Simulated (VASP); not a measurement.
A run of VASP 6.6.1:

The input INCAR:

```
PREC = Accurate
ENCUT = 520
EDIFF = 1E-6
ISMEAR = 0
SIGMA = 0.05
LREAL = False
LASPH = True
NELM = 100
ALGO = Fast
ISIF = 2
LWAVE = False
LCHARG = True
LDIPOL = True
IDIPOL = 3
DIPOL = 0.5 0.5 0.500
GGA = PS
LVHAR = True
LVACPOTAV = True
KPAR = 8
```

KPOINTS

```
regular mesh
0
Gamma
  4 6 1
```

The input POSCAR:

```
GaAs
1.0
    5.6537000000      0.0000000000      0.0000000000
    0.0000000000      3.9977696090      0.0000000000
    0.0000000000      0.0000000000     29.9921936310
Ga As
8 8
Direct
    0.5000000000      0.5000000000      0.2667360747
    1.0000000000      1.0000000000      0.3333829105
    0.5000000000      0.5000000000      0.4000297463
    1.0000000000      1.0000000000      0.4666765821
    0.5000000000      0.5000000000      0.5333234179
    1.0000000000      1.0000000000      0.5999702537
    0.5000000000      0.5000000000      0.6666170895
    1.0000000000      1.0000000000      0.7332639253
    0.7500000000      1.0000000000      0.2667360747
    0.2500000000      0.5000000000      0.3333829105
    0.7500000000      1.0000000000      0.4000297463
    0.2500000000      0.5000000000      0.4666765821
    0.7500000000      1.0000000000      0.5333234179
    0.2500000000      0.5000000000      0.5999702537
    0.7500000000      1.0000000000      0.6666170895
    0.2500000000      0.5000000000      0.7332639253
```

Potentials or basis: VASP PAW PBE potentials, release 64 (Ga_d, As).

Command:

```bash
$ cat potpaw_PBE.64/Ga_d/POTCAR potpaw_PBE.64/As/POTCAR > POTCAR
$ mpirun -np 8 vasp_std > vasp.out
```

Hardware: 8 MPI ranks on Intel(R) Xeon(R) Platinum 8375C CPU @ 2.90GHz (Ice Lake) (shared host).

Question: How long does it take, and how much memory?

Answer: It took 8.9 min on 8 MPI ranks on Intel(R) Xeon(R) Platinum 8375C CPU @ 2.90GHz (Ice Lake) (shared host), peak memory 0.93 GiB a rank. Counts: scf iterations 22, k points 12.
